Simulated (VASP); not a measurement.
# Al2Cu (P4/mmm) in VASP: notebook

Aim: see how the results for Al2Cu move with the level of theory and the settings. Levels: PBE, LDA. Tasks: single point.

All numbers are computed with VASP 6.6.1; they aren't measurements. Logs are shortened: lines on timing, memory, paths and dates and some standing lists are left out, and cuts for length are marked.

**1. Starting point**

Symmetry: P4/mmm, No. 123, tetragonal system. Conventional cell: a = 4.105 Å, b = 4.105 Å, c = 2.891 Å, α = 90.00°, β = 90.00°, γ = 90.00°. Al (site symmetry mmm) is surrounded by 4 Cu at 2.51 Å. Cu (site symmetry 4/mmm) has 8 Al at 2.51 Å as nearest neighbours.

The cell comes from a database or a generator and needn't be the stable form of this composition.

**2. Single point, PBE**

INCAR

```
SYSTEM = Al2Cu
ALGO     = Normal         ! electronic algorithm
EDIFF    = 1E-6           ! SCF threshold, eV
ENCUT    = 520            ! plane-wave cutoff, eV
GGA      = PE             ! functional
ISIF     = 2              ! what is computed and relaxed
ISMEAR   = 1              ! smearing method
LASPH    = .TRUE.         ! aspherical terms in the spheres
LCHARG   = .FALSE.        ! write CHGCAR
LREAL    = .FALSE.        ! projectors in reciprocal space
LWAVE    = .FALSE.        ! write WAVECAR
NBANDS   = 16             ! bands
NELM     = 100            ! most SCF steps
PREC     = Accurate       ! precision mode
SIGMA    = 0.041          ! smearing width, eV
```

KPOINTS

```
k-points
0
G
  4 4 6
  0 0 0
```

POSCAR

```
Al2Cu
1.0
    4.1051820000      0.0000000000      0.0000000000
    0.0000000000      4.1051820000      0.0000000000
    0.0000000000      0.0000000000      2.8913130000
Al Cu
2 1
Direct
    0.5000000000      0.0000000000      0.5000000000
    0.0000000000      0.5000000000      0.5000000000
    0.0000000000      0.0000000000      0.0000000000
```

Potentials or basis: VASP PAW PBE potentials, release 64 (Al, Cu).

Run with:

```sh
$ cat potpaw_PBE.64/Al/POTCAR potpaw_PBE.64/Cu/POTCAR > POTCAR
$ mpirun -np 1 vasp_std > vasp.out
```

OUTCAR:

```text
SYSTEM = Al2Cu
   EDIFF = 1E-6
   ENCUT = 520
   GGA = PE
   ISIF = 2
   ISMEAR = 1
   LASPH = .TRUE.
   LREAL = .FALSE.
   NELM = 100
   PREC = Accurate

 ion  position               nearest neighbor table
   1  0.500  0.000  0.500-   3 2.51   3 2.51   3 2.51   3 2.51   2 2.90   2 2.90   2 2.90   2 2.90

   2  0.000  0.500  0.500-   3 2.51   3 2.51   3 2.51   3 2.51   1 2.90   1 2.90   1 2.90   1 2.90

   3  0.000  0.000  0.000-   1 2.51   2 2.51   1 2.51   2 2.51   2 2.51   2 2.51   1 2.51   1 2.51

  LATTYP: Found a simple tetragonal cell.
 ALAT       =     4.1051820000
 C/A-ratio  =     0.7043081159

  Lattice vectors:

 A1 = (   4.1051820000,   0.0000000000,   0.0000000000)
 A2 = (   0.0000000000,   4.1051820000,   0.0000000000)
 A3 = (   0.0000000000,   0.0000000000,   2.8913130000)

Analysis of symmetry for initial positions (statically):
=====================================================================
 Subroutine PRICEL returns:
 Original cell was already a primitive cell.

 Routine SETGRP: Setting up the symmetry group for a
 simple tetragonal supercell.

 Subroutine GETGRP returns: Found 16 space group operations
 (whereof 16 operations were pure point group operations)
 out of a pool of 16 trial point group operations.

The static configuration has the point symmetry D_4h.

Analysis of symmetry for dynamics (positions and initial velocities):
=====================================================================
 Subroutine PRICEL returns:
 Original cell was already a primitive cell.

 Routine SETGRP: Setting up the symmetry group for a
 simple tetragonal supercell.

 Subroutine GETGRP returns: Found 16 space group operations
 (whereof 16 operations were pure point group operations)
 out of a pool of 16 trial point group operations.

The dynamic configuration has the point symmetry D_4h.

 Subroutine INISYM returns: Found 16 space group operations
 (whereof 16 operations are pure point group operations),
 and found     1 'primitive' translations

----------------------------------------------------------------------------------------

                                     Primitive cell

  volume of cell :      48.7259

  direct lattice vectors                    reciprocal lattice vectors
     4.105182000  0.000000000  0.000000000     0.243594559  0.000000000  0.000000000
     0.000000000  4.105182000  0.000000000     0.000000000  0.243594559  0.000000000
     0.000000000  0.000000000  2.891313000     0.000000000  0.000000000  0.345863627

  length of vectors
[... 87 lines left out ...]
   IBRION =     -1    ionic relax: 0-MD 1-quasi-New 2-CG
   NFREE  =      0    steps in history (QN), initial steepest desc. (CG)
   ISIF   =      2    stress and relaxation
   ISYM   =      2    0-nonsym 1-usesym 2-fastsym
   POTIM  = 0.5000    time-step for ionic-motion
   TEBEG  =    0.0;   TEEND  =   0.0 temperature during run
   PSTRESS=    0.0 pullay stress
   NELECT =      17.0000    total number of electrons
   NUPDOWN=      -1.0000    fix difference up-down
   EMIN   =  10.00;   EMAX   =-10.00  energy-range for DOS
   EFERMI =   0.00;   METHOD = LEGACY
   ISMEAR =     1;   SIGMA  =   0.04  broadening in eV -4-tet -1-fermi 0-gaus
   EFERMI_NEDOS =   21; number of points for ismear=-14 and -15
   IALGO  =     38    algorithm
   IMIX   =      4    mixing-type and parameters
     AMIX     =   0.40;   BMIX     =  1.00
     AMIX_MAG =   1.60;   BMIX_MAG =  1.00
  volume/ion in A,a.u.               =      16.24       109.61
  Fermi-wavevector in a.u.,A,eV,Ry     =   1.152492  2.177894 18.071765  1.328237
  Thomas-Fermi vector in A             =   2.289142
   LORBIT       =      0    0 simple, 1 ext, 2 COOP (PROOUT), +10 PAW based schemes
   GGA     = PE    functional components
   LHFCALC =     F    Hartree Fock is set to
   AEXX    =    0.0000 exact exchange contribution
   IVDW    =     0    specifies the selected vdW correction
   LEPSILON=     F    determine dielectric tensor
   LRPA    =     F    only Hartree local field effects (RPA)
 non-spin polarized calculation
 Methfessel and Paxton  Order N= 1 SIGMA  =   0.04
  energy-cutoff  :      520.00
  volume of cell :       48.73
 maximum number of plane-waves:      1339
 NGX is ok and might be reduce to    32
   NGX = 15   NGY = 15   NGZ = 11

 number of electron      16.9999979 magnetization

 Free energy of the ion-electron system (eV)
  ---------------------------------------------------
  ext. energy  EPLUGINS =         0.00000000
  ---------------------------------------------------
  free energy    TOTEN  =       -11.26621557 eV

  energy without entropy =      -11.26590557  energy(sigma->0) =      -11.26611224

 E-fermi :   7.0435     XC(G=0): -10.3877

 val. band max:        7.0378488121   @ k =   0.5000   0.5000   0.5000
 cond. band min:       7.3059080222   @ k =   0.0000   0.0000   0.3333
 fundamental gap:      0.2680592101
 Fermi energy:         7.0434664803

 k-point     1 :       0.0000    0.0000    0.0000
  band No.  band energies     occupation
      1      -3.3719      2.00000
      2       1.7354      2.00000
      3       2.2590      2.00000
      4       2.8915      2.00000
      5       3.0923      2.00000
      6       3.0923      2.00000
[... 433 lines left out ...]
      3       2.8321      2.00000
      4       2.8941      2.00000
      5       3.2371      2.00000
      6       3.6831      2.00000
[... 8 lines left out ...]
     15      20.1238      0.00000
     16      21.3583      0.00000

------------------------ aborting loop because EDIFF is reached ----------------------------------------

  FORCE on cell =-STRESS in cart. coord.  units (eV):
  Direction    XX          YY          ZZ          XY          YZ          ZX
  --------------------------------------------------------------------------------------
  -------------------------------------------------------------------------------------
  Total       -0.1329107     -0.1329107      0.8586594      0.0000000     -0.0000000      0.0000000
  in kB       -4.3702928     -4.3702928     28.2339458      0.0000000     -0.0000000      0.0000000
  external PRESSURE =       6.4977868 kB  Pullay stress =       0.0000000 kB

 VOLUME and BASIS-vectors are now :
 -----------------------------------------------------------------------------
  energy-cutoff  :      520.00
  volume of cell :       48.73
      direct lattice vectors                 reciprocal lattice vectors
     4.105182000  0.000000000  0.000000000     0.243594559  0.000000000  0.000000000
     0.000000000  4.105182000  0.000000000     0.000000000  0.243594559  0.000000000
     0.000000000  0.000000000  2.891313000     0.000000000  0.000000000  0.345863627

 POSITION                                       TOTAL-FORCE (eV/Angst)
 -----------------------------------------------------------------------------------
      2.05259      0.00000      1.44566         0.000000      0.000000      0.000000
      0.00000      2.05259      1.44566         0.000000      0.000000      0.000000
      0.00000      0.00000      0.00000         0.000000      0.000000      0.000000
 -----------------------------------------------------------------------------------
    total drift:                                0.000000     -0.000000      0.000000

  FREE ENERGIE OF THE ION-ELECTRON SYSTEM (eV)
  ---------------------------------------------------
  free  energy   TOTEN  =       -11.2662155721 eV

  energy  without entropy=      -11.2659055712  energy(sigma->0) =      -11.26611224
```

OSZICAR:

```text
N       E                     dE             d eps       ncg     rms          rms(c)
DAV:   1     0.640735537750E+02    0.64074E+02   -0.69436E+03   776   0.111E+03
DAV:   2    -0.104842212432E+02   -0.74558E+02   -0.65513E+02   800   0.200E+02
DAV:   3    -0.133376234080E+02   -0.28534E+01   -0.27748E+01  1032   0.449E+01
DAV:   4    -0.134070086074E+02   -0.69385E-01   -0.69359E-01   968   0.579E+00
DAV:   5    -0.134096480631E+02   -0.26395E-02   -0.26394E-02  1200   0.119E+00    0.137E+01
DAV:   6    -0.151202191443E+02   -0.17106E+01   -0.33310E+01   888   0.196E+02    0.113E+01
DAV:   7    -0.113834482808E+02    0.37368E+01   -0.97851E+00   952   0.798E+01    0.204E+00
DAV:   8    -0.113282591698E+02    0.55189E-01   -0.12110E+00  1120   0.306E+01    0.212E+00
DAV:   9    -0.112653234038E+02    0.62936E-01   -0.21952E-01   992   0.144E+01    0.188E-01
DAV:  10    -0.112664766736E+02   -0.11533E-02   -0.10099E-02  1256   0.157E+00    0.182E-01
DAV:  11    -0.112662152975E+02    0.26138E-03   -0.94219E-04  1080   0.100E+00    0.308E-02
DAV:  12    -0.112662197870E+02   -0.44895E-05   -0.10671E-04  1112   0.260E-01    0.208E-02
DAV:  13    -0.112662172711E+02    0.25159E-05   -0.28469E-05  1056   0.166E-01    0.112E-02
DAV:  14    -0.112662156420E+02    0.16291E-05   -0.34371E-06   872   0.547E-02    0.278E-03
DAV:  15    -0.112662155721E+02    0.69867E-07   -0.22084E-07   608   0.125E-02
   1 F= -.11266216E+02 E0= -.11266112E+02  d E =-.310001E-03
```

stdout:

```text
POSCAR found type information on POSCAR AlCu
 POSCAR found :  2 types and       3 ions
 scaLAPACK will be used
 LDA part: xc-table for (Slater+PW92), standard interpolation
 POSCAR, INCAR and KPOINTS ok, starting setup
 FFT: planning ... GRIDC
 FFT: planning ... GRID_SOFT
 FFT: planning ... GRID
 WAVECAR not read
 entering main loop
```

Run time: 18 s. Hardware: 1 thread of Intel Xeon Platinum 8375C at 2.90GHz (Ice Lake), shared host; peak memory 0.16 GiB.

Results:

```
Free energy            : -11.2662 eV
Pressure               : 0.6 GPa
Band gap on the k mesh : none (metal or under the smearing width)
```

Caveat: the k mesh is coarse (spacing up to 0.38 Å⁻¹), so the values aren't converged.

**3. Single point, LDA**

This run uses another cell than the first one, of 18.68 Å³/atom, 1.150 times its volume.

INCAR

```
SYSTEM = Al2Cu
PREC     = Accurate       ! precision mode
ENCUT    = 520            ! plane-wave cutoff, eV
EDIFF    = 1E-7           ! SCF threshold, eV
ISMEAR   = 0              ! smearing method
SIGMA    = 0.1            ! smearing width, eV
LREAL    = .FALSE.        ! projectors in reciprocal space
LASPH    = .TRUE.         ! aspherical terms in the spheres
NELM     = 100            ! most SCF steps
ALGO     = Fast           ! electronic algorithm
ISIF     = 2              ! what is computed and relaxed
LWAVE    = .FALSE.        ! write WAVECAR
LCHARG   = .FALSE.        ! write CHGCAR
NBANDS   = 16             ! bands
```

KPOINTS

```
Automatic mesh
0
G
  4 4 6
  0 0 0
```

POSCAR

```
Al2Cu
1.0
    4.3009562953      0.0000000000      0.0000000000
    0.0000000000      4.3009562953      0.0000000000
    0.0000000000      0.0000000000      3.0291984250
Al Cu
2 1
Direct
    0.5000000000      0.0000000000      0.5000000000
    0.0000000000      0.5000000000      0.5000000000
    0.0000000000      0.0000000000      0.0000000000
```

Potentials or basis: VASP PAW LDA potentials, release 64 (Al, Cu).

Run with:

```sh
$ cat potpaw_LDA.64/Al/POTCAR potpaw_LDA.64/Cu/POTCAR > POTCAR
$ mpirun -np 1 vasp_std > vasp.out
```

Run time: 22 s. Hardware: 1 thread of Intel Xeon Platinum 8375C at 2.90GHz (Ice Lake), shared host; peak memory 0.14 GiB.

Results (log left out):

| Quantity | Value |
| --- | --- |
| Free energy | -12.7294 eV |
| Pressure | -12.8 GPa |
| Band gap on the k mesh | none (metal or under the smearing width) |

Stress tensor (GPa, compression positive):
```
-13.20   0.00   0.00
  0.00 -13.20   0.00
  0.00   0.00 -12.10
```

Levels at points of the mesh, in eV from the Fermi level:
```
           k point  band 6  band 7  band 8  band 9  band 10  band 11  band 12  band 13
(0.00, 0.00, 0.00)   -3.49   -1.86   -1.86   -0.40     1.12     5.44     5.65     5.65
(0.50, 0.00, 0.00)   -3.52   -3.49   -0.67    1.55     1.65     1.84     6.71     8.13
(0.50, 0.50, 0.00)   -3.60   -3.52   -3.52   -1.97     8.44     8.44     8.73     8.74
(0.00, 0.00, 0.50)   -3.49   -2.63    2.34    2.34     2.35     2.38     3.01     3.01
(0.50, 0.00, 0.50)   -3.54   -2.40   -2.17   -1.58     3.50     4.03     4.05     4.13
(0.50, 0.50, 0.50)   -2.85   -1.75   -1.75   -0.73    -0.53    -0.41    -0.41     2.84
```

Caveat: the k mesh is coarse (spacing up to 0.37 Å⁻¹), so the values aren't converged.
